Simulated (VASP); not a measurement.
Write the native input for VASP 6.6.1 that does the following.

| Property | Result |
| --- | --- |
| Task | electrostatic potential |
| Functional | PBE |
| Dispersion | D3(BJ) |
| Potentials or basis | VASP PAW PBE potentials, release 64 (Ni) |
| Cutoff | 520 eV |
| k mesh | 20 × 20 × 20 |
| Occupations | methfessel-paxton, width 0.1 eV |
| Spin | collinear spin, ferromagnetic start |
| Starting moments | [0.7] μB |
| Further INCAR settings | ALGO = Normal; EDIFF = 1e-06 |

The structure of Ni lies in POSCAR:

```
Ni                                      
1.0
    0.0000000000      1.7384620803      1.7384620803
    1.7384620803      0.0000000000      1.7384620803
    1.7384620803      1.7384620803      0.0000000000
  Ni            
     1
Direct
     1.0000000000000000    1.0000000000000000    1.0000000000000000
```

The cell was built by a generator and needn't be a form met in nature.

These files were run (other wordings do the same):

INCAR

```
SYSTEM = Ni
  PREC = Accurate
  ENCUT = 520
  EDIFF = 1E-6
  ISMEAR = 1
  SIGMA = 0.1
  LREAL = .FALSE.
  LASPH = .TRUE.
  NELM = 100
  ALGO = Normal
  ISIF = 2
  LWAVE = .FALSE.
  LCHARG = .TRUE.
  ISPIN = 2
  MAGMOM = 0.7
  LORBIT = 11
  LMAXMIX = 4
  GGA = PE
  IVDW = 12
  LVHAR = .TRUE.
```

KPOINTS

```
regular mesh
0
G
  20 20 20
  0 0 0
```

Potentials or basis: VASP PAW PBE potentials, release 64 (Ni).

The run is started by

```sh
$ cat potpaw_PBE.64/Ni/POTCAR > POTCAR
$ mpirun -np 1 vasp_std > vasp.out
```

Results of the run:

```
Pressure                                              : 0.0 GPa
Band gap on the k mesh                                : none (metal or under the smearing width)
Net moment                                            : 0.62 μB per cell
Site moments                                          : Ni +0.63 μB
Valence electrons inside the program's atomic spheres : Ni 9.37
Dispersion energy per atom                            : -0.480 eV
```

Caveat: pairwise dispersion overbinds metals, which lowers pressure and volume.

Wall time 24 s on 1 thread of Intel(R) Xeon(R) Platinum 8488C (Sapphire Rapids), with other jobs on the host, peak memory 0.16 GiB.
